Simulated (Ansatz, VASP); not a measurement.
Ta: VASP beside Ansatz

INCAR

```
SYSTEM = Ta
PREC     = Accurate       ! precision mode
ENCUT    = 520            ! plane-wave cutoff, eV
EDIFF    = 1E-6           ! SCF threshold, eV
ISMEAR   = 0              ! smearing method
SIGMA    = 0.15           ! smearing width, eV
LREAL    = .False.        ! projectors in reciprocal space
LASPH    = .True.         ! aspherical terms in the spheres
NELM     = 60             ! most SCF steps
ALGO     = Normal         ! electronic algorithm
ISIF     = 2              ! what is computed and relaxed
LWAVE    = .False.        ! write WAVECAR
LCHARG   = .False.        ! write CHGCAR
GGA      = PS             ! functional
NBANDS   = 12             ! bands
```

File KPOINTS:

```
Automatic mesh
0
Gamma
  20 20 20
  0 0 0
```

Contents of POSCAR:

```
Ta
1.0
   -1.6402286350      1.6402286350      1.3941943397
    1.6402286350     -1.6402286350      1.3941943397
    1.6402286350      1.6402286350     -1.3941943397
Ta
1
Direct
    0.0000000000      0.0000000000      0.0000000000
```

Input for Ansatz:

```yaml
crystal:
  lattice:
    - [-1.640228635, 1.640228635, 1.3941943397]
    - [1.640228635, -1.640228635, 1.3941943397]
    - [1.640228635, 1.640228635, -1.3941943397]
  atoms:
    - { symbol: Ta, position: [0.0, 0.0, 0.0] }
basis:
  ecutwfc: 420
kpoints:
  mp_grid: { grid: [20, 20, 20] }
hamiltonian:
  xc: pbesol
  pseudopotentials: { kind: paw, azcp: { folder: soft_1 } }
scf:
  occupations: { method: gaussian, width: 0.15 }
output:
  forces: true
  stress: true
  eigenvalues: true
```

Change from the starting cell: normal strain along x +0.0000, normal strain along z -0.1500.

Alike in both runs: task single point; functional PBEsol; k mesh 20 × 20 × 20; occupations gaussian, width 0.15 eV; no spin polarisation.

|  | VASP | Ansatz |
| --- | --- | --- |
| version | VASP 6.6.1 | Ansatz 0.2.0 |
| potentials or method | VASP PAW PBE potentials, release 64 (Ta_pv) | scalar-relativistic, plane waves, PAW |
| plane-wave cutoff (eV) | 520 | 420 |
| valence electrons in the cell | 11 | 13 |

```tsv
	VASP	Ansatz	Ansatz less VASP
gap on the k mesh at the Fermi level (eV)	none	none	-
pressure (GPa)	49.9	49.1	-0.84
largest component of the traceless stress (GPa)	18.51	18.44	-0.070
```

A gap of «none» marks a metal or a gap that the smearing closes. The two sets of potentials don't hold the same shells in valence. Ansatz warned: «pseudo_functional_mismatch».

Caveats: so large a pressure means that the cell lies far from this level's equilibrium, or that cutoff or potentials fall short (VASP); the potentials were made for another functional, which shifts forces and pressure (VASP). The runs have no spin-orbit coupling, so splittings on Ta are missing.
